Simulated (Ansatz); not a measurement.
Write a Python script for Ansatz 0.2.0 through its Python package that makes Wannier functions of the valence bands of CaSe, space group F-43m. Settings: r2SCAN, PAW, cutoff 517 eV, 6×6×6 k-points, fixed occupations.

```
CELL_PARAMETERS angstrom
0.00000 3.30000 3.30000
3.30000 0.00000 3.30000
3.30000 3.30000 0.00000
ATOMIC_POSITIONS crystal
Ca 0.00000 0.00000 0.00000
Se 0.75000 0.75000 0.75000
```

The script, `wannier.py`:
```python
"""Wannier functions of the anion p bands of CaSe."""

from pathlib import Path

import ansatz
import tomllib

system = (
    ansatz.Lattice.of((0.0, 3.3, 3.3), (3.3, 0.0, 3.3), (3.3, 3.3, 0.0))
    .atom("Ca", (0.0, 0.0, 0.0))
    .atom("Se", (0.75, 0.75, 0.75))
)

model = system.calculation()
model = model.kpoints(mesh=(6, 6, 6))
model = model.basis(19 * ansatz.Ha)
model = model.functional("r2scan")
model = model.occupations("fixed")
model = model.wannier(mesh=(4, 4, 4), projections=[ansatz.TrialShell("Se", "p")], minimise=True)
result = model.run(runs_dir="w90")
spreads = tomllib.loads(Path(result.output_folder, "results", "wannier.spreads.toml").read_text())
print("converged:", spreads["converged"], "in", spreads["n_iter"], "steps; least projectability", round(spreads["least_projectability"], 3))
print("invariant, diagonal, off-diagonal spread (A^2):", *(round(spreads[k], 4) for k in ("omega_i_ang2", "omega_d_ang2", "omega_od_ang2")))
for function in spreads["wannier"]:
    print("centre", [round(v, 3) for v in function["r"]], "spread", round(function["spread"], 4))
```

Running `python wannier.py` prints:
```text
converged: True in 28 steps; least projectability 0.929
invariant, diagonal, off-diagonal spread (A^2): 6.587 0.0092 0.06
centre [4.932, 4.968, 4.915] spread 2.2187
centre [4.985, 4.968, 4.968] spread 2.2187
centre [4.932, 4.915, 4.968] spread 2.2187
```

This cell is a computed structure, which may not be the phase found in nature. Wall time of the script: 6.1 s on 1 thread of Arm Neoverse V2 (shared host), peak memory 0.5 GiB.
